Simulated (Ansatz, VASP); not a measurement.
## Two plane-wave programs on InPd

File INCAR:

```
PREC = Accurate
ENCUT = 520
EDIFF = 1E-6
ISMEAR = -1
SIGMA = 0.05
LREAL = F
LASPH = T
NELM = 60
ALGO = Normal
ISIF = 2
LWAVE = F
LCHARG = F
LMAXMIX = 4
GGA = RE
```

Contents of KPOINTS:

```
regular mesh
0
Gamma
  8 8 8
```

POSCAR

```
InPd
1.0
    3.2718847800      0.0000000000      0.0000000000
    0.0000000000      3.2718847800      0.0000000000
    0.0000000000      0.0000000000      3.2718847800
In Pd
1 1
Direct
    0.0000000000      0.0000000000      0.0000000000
    0.5000000000      0.5000000000      0.5000000000
```

File KPOINTS_OPT:

```
path GXMGRX,MR
20
line-mode
reciprocal
 0.0000000000  0.0000000000  0.0000000000  G
 0.0000000000  0.5000000000  0.0000000000  X

 0.0000000000  0.5000000000  0.0000000000  X
 0.5000000000  0.5000000000  0.0000000000  M

 0.5000000000  0.5000000000  0.0000000000  M
 0.0000000000  0.0000000000  0.0000000000  G

 0.0000000000  0.0000000000  0.0000000000  G
 0.5000000000  0.5000000000  0.5000000000  R

 0.5000000000  0.5000000000  0.5000000000  R
 0.0000000000  0.5000000000  0.0000000000  X

 0.5000000000  0.5000000000  0.0000000000  M
 0.5000000000  0.5000000000  0.5000000000  R
```

The input input.yaml:

```yaml
crystal:
  lattice:
    - [3.27188478, 0.0, 0.0]
    - [0.0, 3.27188478, 0.0]
    - [0.0, 0.0, 3.27188478]
  atoms:
    - { symbol: In, position: [0.0, 0.0, 0.0] }
    - { symbol: Pd, position: [0.5, 0.5, 0.5] }
hamiltonian:
  xc: revpbe
  pseudopotentials: { kind: paw }
kpoints:
  mp_grid: { grid: [8, 8, 8] }
  band_path:
    path:
      - [[0.0, 0.0, 0.0], [0.0, 0.5, 0.0], [0.5, 0.5, 0.0], [0.0, 0.0, 0.0], [0.5, 0.5, 0.5], [0.0, 0.5, 0.0]]
      - [[0.5, 0.5, 0.0], [0.5, 0.5, 0.5]]
    npoints: 14
scf:
  occupations: { method: fermi_dirac, width: 0.05 }
  n_extra_bands: 6
output:
  forces: true
  stress: true
  eigenvalues: true
  fatbands: false
```

The cell comes from a database or a generator and needn't be the stable form of this composition.

Alike in both runs: task band structure; functional revPBE; k mesh 8 × 8 × 8; occupations fermi-dirac, width 0.05 eV; no spin polarisation.

|  | VASP | Ansatz |
| --- | --- | --- |
| version | VASP 6.6.1 | Ansatz 0.2.0 |
| potentials or method | VASP PAW PBE potentials, release 64 (In_d, Pd) | Ansatz PAW |
| plane-wave cutoff (eV) | 520 | 420 |
| valence electrons in the cell | 23 | 31 |

Ansatz gave:

```
gap on the k mesh at the Fermi level (eV) : none
pressure (GPa)                            : 6.1
```

Question: Which values does VASP return?

Answer: gap on the k mesh at the Fermi level (eV): none; pressure (GPa): 6.2.

A gap of «none» marks a metal or a gap that the smearing closes. The two sets of potentials don't hold the same shells in valence.

Caveats: spin-orbit coupling is left out, which moves the levels of the heavy elements; the PAW data sets were made with another functional, which shifts forces and pressure a little (VASP); the PAW data sets come from PBE, with cores solved anew for the run's functional, which leaves a small shift of forces and pressure (Ansatz).
